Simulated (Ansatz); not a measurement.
Crystal: BN.

```
N B
1.0
     0.00000    1.81300    1.81300
     1.81300    0.00000    1.81300
     1.81300    1.81300    0.00000
N B
1 1
Direct
  0.25000 0.25000 0.25000
  0.00000 0.00000 0.00000
```

The cell is a database's computed one.

- Program: Ansatz 0.2.0
- Task: relaxation of cell and atoms
- Functional: BLYP
- Potentials or basis: Ansatz PAW
- Cutoff: 420 eV (not typed: the program's choice for these potentials)
- k mesh: 13 × 13 × 13
- Occupations: fermi-dirac, width 0.05 eV
- Spin: no spin polarisation

At the start: volume 5.96 Å³/atom.

Question: Where does the relaxation end?

Answer: It ends after 7 steps and the volume is 6.06 Å³/atom (+1.8 %); space group F-43m (No. 216, to 0.05 Å).

The path:
```
step  energy change (eV)  largest force (eV/Å)  volume (Å³)
   1              0.0000                0.0000        11.92
   2             -0.0024                0.0000        12.04
   3             -0.0025                0.0000        12.12
   4             -0.0025                0.0000        12.12
   5             -0.0039                0.0000        12.12
   6             -0.0038                0.0000        12.13
   7             -0.0040                0.0000        12.13
```

Final structure:
```cif
data_structure
_symmetry_space_group_name_H-M 'P 1'
_symmetry_Int_Tables_number 1
_cell_length_a 2.5789
_cell_length_b 2.5789
_cell_length_c 2.5789
_cell_angle_alpha 60.000
_cell_angle_beta 60.000
_cell_angle_gamma 60.000
_cell_volume 12.13
loop_
_atom_site_label
_atom_site_type_symbol
_atom_site_fract_x
_atom_site_fract_y
_atom_site_fract_z
_atom_site_occupancy
N1 N 0.25000 0.25000 0.25000 1
B1 B 0.00000 0.00000 0.00000 1
```

Caveat: the plane-wave basis is chosen anew once the cell has moved, so the energies of steps on either side of that aren't comparable; the pressure holds a Pulay correction of +1.2 GPa for the finite cutoff; the PAW data sets come from PBE, with cores solved anew for the run's functional, which leaves a small shift of forces and pressure.
